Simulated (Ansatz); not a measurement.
This script for Ansatz's Python interface starts 5 runs on Si, space group Fmmm. What input does the engine get in each?

The script, `ecut.py`:
```python
"""Convergence of Si with the plane-wave cutoff."""

import warnings

import ansatz as az
from pymatgen.core import Lattice, Structure
from pymatgen.io.ase import AseAtomsAdaptor


def main() -> None:
    warnings.simplefilter("ignore", az.DeckWarning)

    pmg_structure = Structure(
        Lattice([[0.0, 2.6599, 4.64324], [2.42227, 0.0, 4.64324], [2.42227, 2.6599, 0.0]]),
        ["Si", "Si", "Si", "Si"],
        [
            [0.72739, 0.27261, 0.72739],
            [0.27261, 0.72739, 0.27261],
            [0.77977, 0.77977, 0.22023],
            [0.22023, 0.22023, 0.77977],
        ],
    )
    xtal = az.Crystal.from_ase(AseAtomsAdaptor.get_atoms(pmg_structure))

    model = (
        xtal.calculation()
        .kpoints(8)
        .occupations("Fermi-Dirac", width=0.05)
        .functional(az.Functional.PBE)
        .forces()
        .stress()
    )

    rows = []
    for value in [250, 325, 400, 475, 550]:
        rep = model.basis(value).run(threads=1, pin="off").report
        rows.append((value, rep["free_energy_ev"] / len(rep["lattice"]["sites"]), rep["n_iterations"], sum(rep["stress_gpa"][i][i] for i in range(3)) / 3, max(abs(f) for row in rep["forces_ev_ang"] for f in row), rep["n_pw"]))

    print(" cutoff (eV)   F/atom (eV)    iterations       P (GPa)  max component (eV/A)   plane waves")
    for row in rows:
        print(f"{str(row[0]):>12s}  {row[1]:12.5f}  {row[2]:12d}  {row[3]:12.3f}  {row[4]:20.4f}  {row[5]:12d}")

    # differences from the last row
    for row in rows[:-1]:
        shift = 1000 * (row[1] - rows[-1][1])
        print(f"{row[0]}: {shift:+.2f} meV/atom" + ("  (within 1 meV)" if abs(shift) < 1 else ""))


if __name__ == "__main__":
    main()
```

Run 1:
```yaml
crystal:
  lattice:
    - [0.0, 2.6599, 4.64324]
    - [2.42227, 0.0, 4.64324]
    - [2.42227, 2.6599, 0.0]
  atoms:
    - { symbol: Si, position: [0.72739, 0.27261, 0.72739] }
    - { symbol: Si, position: [0.27261, 0.72739, 0.27261] }
    - { symbol: Si, position: [0.77977, 0.77977, 0.22023] }
    - { symbol: Si, position: [0.22023, 0.22023, 0.77977] }
basis:
  ecutwfc: 250.0
kpoints:
  mp_grid:
    grid: [8, 8, 8]
hamiltonian:
  xc: pbe
scf:
  occupations:
    method: fermi_dirac
    width: 0.05
output:
  forces: true
  stress: true
```

Run 2, against run 1:
```diff
-  ecutwfc: 250.0
+  ecutwfc: 325.0
```

Run 3, against run 1:
```diff
-  ecutwfc: 250.0
+  ecutwfc: 400.0
```

Run 4, against run 1:
```diff
-  ecutwfc: 250.0
+  ecutwfc: 475.0
```

Run 5, against run 1:
```diff
-  ecutwfc: 250.0
+  ecutwfc: 550.0
```

```console
$ python ecut.py
 cutoff (eV)   F/atom (eV)    iterations       P (GPa)  max component (eV/A)   plane waves
         250    -635.45259             6         3.871                0.1074           527
         325    -635.49833             6         3.493                0.1235           805
         400    -635.50655             6         3.390                0.1171          1061
         475    -635.50701             6         3.387                0.1172          1425
         550    -635.50704             6         3.386                0.1171          1731
250: +54.46 meV/atom
325: +8.72 meV/atom
400: +0.49 meV/atom  (within 1 meV)
475: +0.03 meV/atom  (within 1 meV)
```

From 400 eV on it stays within 1 meV an atom of the value at 550 eV; the first row (250 eV) is off by 54.5 meV and the last but one by 0.03 meV. The energy falls steadily, as expected when plane waves are added. The pressure moves from 3.87 to 3.39 GPa (the program's stress holds a Pulay correction, so it settles early). The last run costs about 2.9 times the first.

What to keep in mind:
- The mesh is modest for a metal, so energies can be off by several to tens of meV an atom and pressures by half a GPa or more; differences at equal mesh fare better.
- Pressure is positive in compression.
- This isn't the structure that Si takes at ambient conditions.
- Shifts are counted from the last row, which is itself no proven limit.
- The script silences the warnings on its input, which a real study should read.
- It ran for 20 s on 1 thread of Arm Neoverse V1 (shared host), peak memory 0.53 GiB.
